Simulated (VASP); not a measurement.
# Lattice of SiC (Moissanite 3C), functional by functional, part 2 of 2

How much does the relaxed cell of SiC (Moissanite 3C) depend on the functional? The starting structure is a measured crystal structure from the Crystallography Open Database. The first relaxation on each setting starts from this cell expanded by 3 % in volume.

VASP 6.6.1.

Results so far: PBEsol 10.35 Å³ an atom; LDA 10.16 Å³ an atom; PBE 10.50 Å³ an atom.

## Step 5: Relaxation with PBEsol + D3(BJ)

Level of this step: PBEsol with D3(BJ); plane waves and PAW (Si, C) (VASP).

D3 with Becke-Johnson damping keeps a finite attraction at short range. This run starts from the cell of an earlier relaxation, which isn't shown; the restart sets up the plane waves anew.

File INCAR:

```
SYSTEM = SiC
PREC = Accurate
ENCUT = 520
EDIFF = 1E-06
NELM = 100
ISMEAR = 0
SIGMA = 0.03
LREAL = .FALSE.
ALGO = Normal
GGA = PS
IVDW = 12
NBANDS = 10
LORBIT = 11
LWAVE = .FALSE.
LCHARG = .FALSE.
KPAR = 4
IBRION = 2
NSW = 50
ISIF = 3
EDIFFG = -0.006
```

File POSCAR:

```
SiC
1.0
    0.0000000000      2.1673002460      2.1673002460
    2.1673002460      0.0000000000      2.1673002460
    2.1673002460      2.1673002460      0.0000000000
Si C
1 1
Direct
    0.0000000000      0.0000000000      0.0000000000
    0.7500000000      0.7500000000      0.7500000000
```

File KPOINTS:

```
Automatic mesh
0
Gamma
8 8 8
0 0 0
```

The projector-augmented-wave data sets are Si and C (PBE family, release 64).

Command:

```
$ mpirun -np 4 vasp_std
```

What it wrote:

```text
[banner, memory and clock lines left out]
running    4 mpi-ranks, on    1 nodes
[...]
[... a notice as in an earlier step ...]

 LDA part: xc-table for (Slater+PW92), standard interpolation
 POSCAR, INCAR and KPOINTS ok, starting setup
[...]
entering main loop
       N       E                     dE             d eps       ncg     rms          rms(c)
DAV:   1     0.196496086498E+01    0.19650E+01   -0.40626E+03   612   0.683E+02
DAV:   2    -0.171783847463E+02   -0.19143E+02   -0.18147E+02   780   0.112E+02
DAV:   3    -0.177515553787E+02   -0.57317E+00   -0.57245E+00   684   0.163E+01
DAV:   4    -0.177538800366E+02   -0.23247E-02   -0.23246E-02   656   0.132E+00
[...]
DAV:  10    -0.159096126111E+02   -0.42511E-04   -0.10569E-04   626   0.709E-02    0.233E-02
DAV:  11    -0.159096128204E+02   -0.20928E-06   -0.10293E-05   668   0.193E-02    0.496E-03
DAV:  12    -0.159096130555E+02   -0.23505E-06   -0.47711E-07   310   0.475E-03
   1 F= -.16401137E+02 E0= -.16401137E+02  d E =-.164011E+02
[...]
reached required accuracy - stopping structural energy minimisation
```

Elapsed: 4 s, on 4 MPI ranks of AMD EPYC 7R43, shared host; peak memory 0.45 GiB.

Parts of OUTCAR (step 5):

```text
 Edisp (eV)   -0.49152

  Total      -0.00657    -0.00657    -0.00657     0.00000     0.00000     0.00000
  in kB      -0.51661    -0.51661    -0.51661     0.00000     0.00000     0.00000
  external pressure =       -0.52 kB  Pullay stress =        0.00 kB

 POSITION                                       TOTAL-FORCE (eV/Angst)
 -----------------------------------------------------------------------------------
      0.00000      0.00000      0.00000         0.000000      0.000000      0.000000
      3.25095      3.25095      3.25095        -0.000000     -0.000000     -0.000000
 -----------------------------------------------------------------------------------
    total drift:                               -0.000000     -0.000000     -0.000000

  FREE ENERGIE OF THE ION-ELECTRON SYSTEM (eV)
  ---------------------------------------------------
  free  energy   TOTEN  =       -16.4011367481 eV

  energy  without entropy=      -16.4011367481  energy(sigma->0) =      -16.40113675

[... 2 parts as in an earlier step ...]

[... 2 further parts left out ...]
[key lines of the parts left out:]
E-fermi :   8.3754
```

With PBEsol + D3(BJ) the relaxed cell holds 10.180 Å³ an atom, -1.60 % against the measured cell, with a = 4.335 Å. That is -1.69 % from PBEsol. Pressures at 0.985 and 1.015 times this volume, from two more relaxations that aren't shown, give a bulk modulus of 228.5 GPa.

## Step 6: Relaxation with r2SCAN

r2SCAN adds the kinetic-energy density, costs more than a GGA and is run with LASPH. This run starts from the cell of an earlier relaxation, which isn't shown; the restart sets up the plane waves anew.

INCAR, as its differences from that of step 5:

```diff
@@ -9,4 +9,4 @@
 ALGO = Normal
-GGA = PS
-IVDW = 12
+METAGGA = R2SCAN
+LASPH = .TRUE.
 NBANDS = 10
```

File POSCAR:

```
SiC
1.0
    0.0000000000      2.1776558500      2.1776558500
    2.1776558500      0.0000000000      2.1776558500
    2.1776558500      2.1776558500      0.0000000000
Si C
1 1
Direct
    0.0000000000      0.0000000000      0.0000000000
    0.7500000000      0.7500000000      0.7500000000
```

KPOINTS is that of step 5.

Command:

```
$ mpirun -np 4 vasp_std
```

What it wrote:

```text
[banner, memory and clock lines left out]
running    4 mpi-ranks, on    1 nodes
[...]
[... a notice as in an earlier step ...]

 LDA part: xc-table for (None), standard interpolation
 POSCAR, INCAR and KPOINTS ok, starting setup
[...]
entering main loop
       N       E                     dE             d eps       ncg     rms          rms(c)
DAV:   1    -0.162521454673E+01   -0.16252E+01   -0.41279E+03   604   0.696E+02
DAV:   2    -0.217603742605E+02   -0.20135E+02   -0.19151E+02   788   0.115E+02
DAV:   3    -0.223256792586E+02   -0.56530E+00   -0.56423E+00   674   0.166E+01
DAV:   4    -0.223279627357E+02   -0.22835E-02   -0.22833E-02   676   0.133E+00
[...]
DAV:   9    -0.193259830364E+02   -0.32260E-03   -0.32347E-04   782   0.181E-01    0.136E-01
DAV:  10    -0.193260685099E+02   -0.85473E-04   -0.73499E-05   608   0.860E-02    0.124E-02
DAV:  11    -0.193260676985E+02    0.81142E-06   -0.75862E-07   638   0.688E-03
   1 F= -.19326068E+02 E0= -.19326068E+02  d E =-.193261E+02
[...]
reached required accuracy - stopping structural energy minimisation
```

The job ended after 13 s (4 MPI ranks; peak memory 0.39 GiB; 47 s of CPU time).

From OUTCAR (step 6):

```text
  Total       -0.0025930     -0.0025930     -0.0025930      0.0000000      0.0000000      0.0000000
  in kB       -0.2011441     -0.2011441     -0.2011441      0.0000000      0.0000000      0.0000000
  external PRESSURE =      -0.2011441 kB  Pullay stress =       0.0000000 kB

 POSITION                                       TOTAL-FORCE (eV/Angst)
 -----------------------------------------------------------------------------------
      0.00000      0.00000      0.00000        -0.000000     -0.000000     -0.000000
      3.26648      3.26648      3.26648         0.000000      0.000000      0.000000
 -----------------------------------------------------------------------------------
    total drift:                                0.000001      0.000001      0.000001

  FREE ENERGIE OF THE ION-ELECTRON SYSTEM (eV)
  ---------------------------------------------------
  free  energy   TOTEN  =       -19.3260676985 eV

  energy  without entropy=      -19.3260676985  energy(sigma->0) =      -19.32606770

[... 2 parts as in an earlier step ...]

[... 2 further parts left out ...]
[key lines of the parts left out:]
E-fermi :   8.2411
```

With r2SCAN the relaxed cell holds 10.327 Å³ an atom, -0.18 % against the measured cell, with a = 4.355 Å. That is -0.27 % from PBEsol. Pressures at 0.985 and 1.015 times this volume, from two more relaxations that aren't shown, give a bulk modulus of 227.2 GPa.

## Step 7: Relaxation with r2SCAN + rVV10

rVV10 adds a nonlocal correlation energy for dispersion. This run starts from the cell of an earlier relaxation, which isn't shown; the restart sets up the plane waves anew.

INCAR, as its differences from that of step 6:

```diff
@@ -10,2 +10,6 @@
 METAGGA = R2SCAN
+LUSE_VDW = .TRUE.
+IVDW_NL = 2
+BPARAM = 11.95
+CPARAM = 0.0093
 LASPH = .TRUE.
```

File POSCAR:

```
SiC
1.0
    0.0000000000      2.1758101538      2.1758101538
    2.1758101538      0.0000000000      2.1758101538
    2.1758101538      2.1758101538      0.0000000000
Si C
1 1
Direct
    0.0000000000      0.0000000000      0.0000000000
    0.7500000000      0.7500000000      0.7500000000
```

KPOINTS is that of step 6.

Command:

```
$ mpirun -np 4 vasp_std
```

What it wrote:

```text
[banner, memory and clock lines left out]
running    4 mpi-ranks, on    1 nodes
[...]
|                                                                             |
|               ----> ADVICE to this user running VASP <----                  |
|                                                                             |
|     You have switched on vdW-DFT.                                           |
|     This routine was written and supplied by Jiri Klimes. We recommend      |
|     that you carefully read and cite the following publications:            |
|       J. Klimes, D.R. Bowler, A. Michelides                                 |
|          J. Phys.: Cond Matt. 22 022201 (2010)                              |
|       J. Klimes, D.R. Bowler, A. Michelides                                 |
|          Phys. Rev. B. 83, 195131 (2011)                                    |
|     and references therein.                                                 |
|                                                                             |

[...]
DAV:   9    -0.192208476735E+02   -0.27292E-03   -0.29737E-04   750   0.175E-01    0.133E-01
Total rVV10 correction in eV:      0.1047810     9.4144870
Total rVV10 correction in eV:      0.1047810     9.4144870
Total rVV10 correction in eV:      0.1047810     9.4144870
Total rVV10 correction in eV:      0.1047810     9.4144870
DAV:  10    -0.192209221394E+02   -0.74466E-04   -0.66311E-05   602   0.823E-02    0.114E-02
Total rVV10 correction in eV:      0.1047936     9.4144870
Total rVV10 correction in eV:      0.1047936     9.4144870
Total rVV10 correction in eV:      0.1047936     9.4144870
Total rVV10 correction in eV:      0.1047936     9.4144870
DAV:  11    -0.192209214520E+02    0.68737E-06   -0.60035E-07   632   0.617E-03
Total rVV10 correction in eV:      0.1047952     9.4144870
Total rVV10 correction in eV:      0.1047952     9.4144870
Total rVV10 correction in eV:      0.1047952     9.4144870
Total rVV10 correction in eV:      0.1047952     9.4144870
Total rVV10 correction in eV:      0.1047952     9.4144870
Total rVV10 correction in eV:      0.1047952     9.4144870
Total rVV10 correction in eV:      0.1047952     9.4144870
Total rVV10 correction in eV:      0.1047952     9.4144870
   1 F= -.19220921E+02 E0= -.19220921E+02  d E =-.192209E+02
[...]
reached required accuracy - stopping structural energy minimisation
```

The job ended after 24 s (4 MPI ranks; peak memory 0.68 GiB).

Parts of OUTCAR (step 7):

```text
  Total       -0.0034693     -0.0034693     -0.0034693      0.0000000      0.0000000      0.0000000
  in kB       -0.2698086     -0.2698086     -0.2698086      0.0000000      0.0000000      0.0000000
  external PRESSURE =      -0.2698086 kB  Pullay stress =       0.0000000 kB

 POSITION                                       TOTAL-FORCE (eV/Angst)
 -----------------------------------------------------------------------------------
      0.00000      0.00000      0.00000         0.000000      0.000000     -0.000000
      3.26372      3.26372      3.26372        -0.000000     -0.000000      0.000000
 -----------------------------------------------------------------------------------
    total drift:                                0.000001      0.000001      0.000001

  FREE ENERGIE OF THE ION-ELECTRON SYSTEM (eV)
  ---------------------------------------------------
  free  energy   TOTEN  =       -19.2209214520 eV

  energy  without entropy=      -19.2209214520  energy(sigma->0) =      -19.22092145

[... 2 parts as in an earlier step ...]

[... 2 further parts left out ...]
[key lines of the parts left out:]
E-fermi :   8.2597
```

With r2SCAN + rVV10 the relaxed cell holds 10.301 Å³ an atom, -0.44 % against the measured cell, with a = 4.352 Å. That is -0.52 % from PBEsol. Pressures at 0.985 and 1.015 times this volume, from two more relaxations that aren't shown, give a bulk modulus of 229.1 GPa.

## Step 8: Relaxation with vdW-DF-cx

vdW-DF-cx takes its exchange from the same plasmon model as its correlation.

INCAR, as its differences from that of step 7:

```diff
@@ -9,7 +9,5 @@
 ALGO = Normal
-METAGGA = R2SCAN
+GGA = CX
+AGGAC = 0
 LUSE_VDW = .TRUE.
-IVDW_NL = 2
-BPARAM = 11.95
-CPARAM = 0.0093
 LASPH = .TRUE.
```

File POSCAR:

```
SiC
1.0
    0.0000000000      2.2005756606      2.2005756606
    2.2005756606      0.0000000000      2.2005756606
    2.2005756606      2.2005756606      0.0000000000
Si C
1 1
Direct
    0.0000000000      0.0000000000      0.0000000000
    0.7500000000      0.7500000000      0.7500000000
```

KPOINTS is that of step 7.

Command:

```
$ mpirun -np 4 vasp_std
```

What it wrote:

```text
[banner, memory and clock lines left out]
running    4 mpi-ranks, on    1 nodes
[...]
[... a notice as in an earlier step ...]

 [... a notice as in an earlier step ...]

 LDA part: xc-table for (Slater+PW92), standard interpolation
 POSCAR, INCAR and KPOINTS ok, starting setup
[...]
entering main loop
       N       E                     dE             d eps       ncg     rms          rms(c)
DAV:   1     0.789131980020E+01    0.78913E+01   -0.40855E+03   596   0.680E+02
DAV:   2    -0.140456381638E+02   -0.21937E+02   -0.20074E+02   748   0.113E+02
DAV:   3    -0.148116612751E+02   -0.76602E+00   -0.76490E+00   678   0.184E+01
DAV:   4    -0.148149384593E+02   -0.32772E-02   -0.32770E-02   666   0.153E+00
[...]
DAV:  10    -0.131050262268E+02   -0.86207E-04   -0.17110E-04   628   0.910E-02    0.217E-02
DAV:  11    -0.131050268161E+02   -0.58928E-06   -0.24374E-05   666   0.282E-02    0.649E-03
DAV:  12    -0.131050273340E+02   -0.51789E-06   -0.83637E-07   330   0.644E-03
[...]
DAV:   5    -0.131047021853E+02    0.28394E-05   -0.18774E-05   654   0.277E-02    0.324E-02
DAV:   6    -0.131047036549E+02   -0.14696E-05   -0.20459E-06   534   0.105E-02    0.792E-03
DAV:   7    -0.131047029547E+02    0.70019E-06   -0.33605E-07   300   0.347E-03
   2 F= -.13104703E+02 E0= -.13104703E+02  d E =0.324379E-03
 trial-energy change:    0.000324  1 .order    0.000719   -0.025794    0.027232
 step:   0.4976(harm=  0.4864)  dis= 0.00000  next Energy=   -13.111494 (dE=-0.647E-02)
[...]
N       E                     dE             d eps       ncg     rms          rms(c)
DAV:   1    -0.131143763192E+02   -0.96727E-02   -0.12532E-01   582   0.251E+00    0.404E-01
DAV:   2    -0.131120924547E+02    0.22839E-02   -0.57083E-03   594   0.423E-01    0.202E-01
DAV:   3    -0.131116302929E+02    0.46216E-03   -0.79916E-04   616   0.172E-01    0.559E-02
DAV:   4    -0.131115476497E+02    0.82643E-04   -0.12560E-04   602   0.561E-02    0.231E-02
DAV:   5    -0.131115449941E+02    0.26556E-05   -0.45610E-06   638   0.137E-02    0.157E-02
DAV:   6    -0.131115440057E+02    0.98843E-06   -0.48868E-07   302   0.527E-03
   3 F= -.13111544E+02 E0= -.13111544E+02  d E =-.651667E-02
[...]
reached required accuracy - stopping structural energy minimisation
```

Run time: 45 s. Hardware: 4 MPI ranks; peak memory 0.91 GiB; 2.9 min of CPU time.

From OUTCAR (step 8):

```text
  Total       -0.0017665     -0.0017665     -0.0017665      0.0000000      0.0000000     -0.0000000
  in kB       -0.1356896     -0.1356896     -0.1356896      0.0000000      0.0000000     -0.0000000
  external PRESSURE =      -0.1356896 kB  Pullay stress =       0.0000000 kB

 POSITION                                       TOTAL-FORCE (eV/Angst)
 -----------------------------------------------------------------------------------
      0.00000      0.00000      0.00000         0.000000      0.000000      0.000000
      3.27721      3.27721      3.27721        -0.000000     -0.000000     -0.000000
 -----------------------------------------------------------------------------------
    total drift:                               -0.000000     -0.000000     -0.000000

  FREE ENERGIE OF THE ION-ELECTRON SYSTEM (eV)
  ---------------------------------------------------
  free  energy   TOTEN  =       -13.1115440057 eV

  energy  without entropy=      -13.1115440057  energy(sigma->0) =      -13.11154401

[... 2 parts as in an earlier step ...]

[... 2 further parts left out ...]
[key lines of the parts left out:]
E-fermi :   8.1593
```

With vdW-DF-cx the relaxed cell holds 10.429 Å³ an atom, +0.80 % against the measured cell, with a = 4.370 Å. That is +0.72 % from PBEsol. Pressures at 0.985 and 1.015 times this volume, from two more relaxations that aren't shown, give a bulk modulus of 217.4 GPa.

## Step 9: Relaxation with AM05

AM05 is built from the electron gas and the surface model, and does well on lattice constants. This run starts from the cell of an earlier relaxation, which isn't shown; the restart sets up the plane waves anew.

INCAR, as its differences from that of step 8:

```diff
@@ -9,6 +9,3 @@
 ALGO = Normal
-GGA = CX
-AGGAC = 0
-LUSE_VDW = .TRUE.
-LASPH = .TRUE.
+GGA = AM
 NBANDS = 10
```

File POSCAR:

```
SiC
1.0
    0.0000000000      2.1780356814      2.1780356814
    2.1780356814      0.0000000000      2.1780356814
    2.1780356814      2.1780356814      0.0000000000
Si C
1 1
Direct
    0.0000000000      0.0000000000      0.0000000000
    0.7500000000      0.7500000000      0.7500000000
```

KPOINTS is that of step 8.

Command:

```
$ mpirun -np 4 vasp_std
```

What it wrote:

```text
[... set-up lines as in an earlier step ...]
 entering main loop
       N       E                     dE             d eps       ncg     rms          rms(c)
DAV:   1     0.265609527267E+01    0.26561E+01   -0.39892E+03   604   0.674E+02
DAV:   2    -0.167626766448E+02   -0.19419E+02   -0.18252E+02   790   0.110E+02
DAV:   3    -0.173173787415E+02   -0.55470E+00   -0.55365E+00   676   0.162E+01
DAV:   4    -0.173196363263E+02   -0.22576E-02   -0.22574E-02   672   0.129E+00
[...]
DAV:  10    -0.155830104159E+02   -0.11674E-03   -0.16959E-04   630   0.942E-02    0.186E-02
DAV:  11    -0.155830141367E+02   -0.37208E-05   -0.23045E-05   668   0.289E-02    0.573E-03
DAV:  12    -0.155830142281E+02   -0.91417E-07   -0.96015E-07   324   0.679E-03
   1 F= -.15583014E+02 E0= -.15583014E+02  d E =-.155830E+02
[...]
reached required accuracy - stopping structural energy minimisation
```

Run time: 4 s. Hardware: 4 MPI ranks; peak memory 0.39 GiB; 13 s of CPU time.

From OUTCAR (step 9):

```text
  Total       -0.0014320     -0.0014320     -0.0014320      0.0000000      0.0000000     -0.0000000
  in kB       -0.1110263     -0.1110263     -0.1110263      0.0000000      0.0000000     -0.0000000
  external PRESSURE =      -0.1110263 kB  Pullay stress =       0.0000000 kB

 POSITION                                       TOTAL-FORCE (eV/Angst)
 -----------------------------------------------------------------------------------
      0.00000      0.00000      0.00000         0.000000      0.000000     -0.000000
      3.26705      3.26705      3.26705        -0.000000     -0.000000      0.000000
 -----------------------------------------------------------------------------------
    total drift:                               -0.000000     -0.000000     -0.000000

  FREE ENERGIE OF THE ION-ELECTRON SYSTEM (eV)
  ---------------------------------------------------
  free  energy   TOTEN  =       -15.5830142281 eV

  energy  without entropy=      -15.5830142281  energy(sigma->0) =      -15.58301423

[... 2 parts as in an earlier step ...]

[... 2 further parts left out ...]
[key lines of the parts left out:]
E-fermi :   8.2320
```

With AM05 the relaxed cell holds 10.332 Å³ an atom, -0.13 % against the measured cell, with a = 4.356 Å. That is -0.22 % from PBEsol. Pressures at 0.985 and 1.015 times this volume, from two more relaxations that aren't shown, give a bulk modulus of 221.5 GPa.

## Step 10: The runs compared

```csv
level,volume (Å³/atom),against the measured cell (%),a (Å),bulk modulus (GPa),pressure left (GPa),core minutes
PBEsol,10.355,0.08,4.3592,221.2,-0.02,0.44
LDA,10.161,-1.78,4.3319,228.6,-0.05,0.64
PBE,10.499,1.48,4.3794,212.6,0.0,0.427
PBEsol + D3(BJ),10.18,-1.6,4.3346,228.5,-0.05,0.68
r2SCAN,10.327,-0.18,4.3553,227.2,-0.02,2.77
r2SCAN + rVV10,10.301,-0.44,4.3516,229.1,-0.03,6.2
vdW-DF-cx,10.429,0.8,4.3696,217.4,-0.01,3.0
AM05,10.332,-0.13,4.3561,221.5,-0.01,0.8
```

Core minutes are wall time times ranks, summed over the relaxations behind a row (those for a bulk modulus apart), on shared hosts.

## Step 11: Summary of results

| Property | Result |
| --- | --- |
| volume, PBEsol | 10.35 Å³/atom |
| volume, LDA | 10.16 Å³/atom |
| volume, PBE | 10.50 Å³/atom |
| volume, PBEsol + D3(BJ) | 10.18 Å³/atom |
| volume, r2SCAN | 10.33 Å³/atom |
| volume, r2SCAN + rVV10 | 10.30 Å³/atom |
| volume, vdW-DF-cx | 10.43 Å³/atom |
| volume, AM05 | 10.33 Å³/atom |

**Reading.** Across 8 levels the volume of SiC (Moissanite 3C) spans 3.3 %, from 10.16 Å³ an atom (LDA) to 10.50 Å³ (PBE). Against the measured volume of the starting structure, PBEsol comes nearest (+0.1 %) and LDA lies farthest (-1.8 %). The measured cell holds zero-point expansion and, unless it was taken cold, thermal expansion, which the runs lack, so small differences decide nothing. Adding D3(BJ) to PBEsol changes the volume by -1.7 %. Adding rVV10 to r2SCAN changes the volume by -0.3 %. The bulk modulus goes from 212.6 GPa (PBE) to 229.1 GPa (r2SCAN + rVV10). LASPH is on in some of these runs and off in others, which adds a little to the differences. All runs keep the symmetry of the start, so they can't find a distortion of lower symmetry. Further runs on this material are not shown.

[Lines on the potential files, build, host, timing and source positions are cut from VASP's logs without a mark.]

[Logs are printed without paths, hosts, clocks, repeated set-up lines and the standing remarks that a program may print on its own settings, such as how far it seeks lower states.]

[Hosts, paths, dates, database ids (printed as entryN), source tags and the programs' standing remarks are cut or masked in the printed files.]
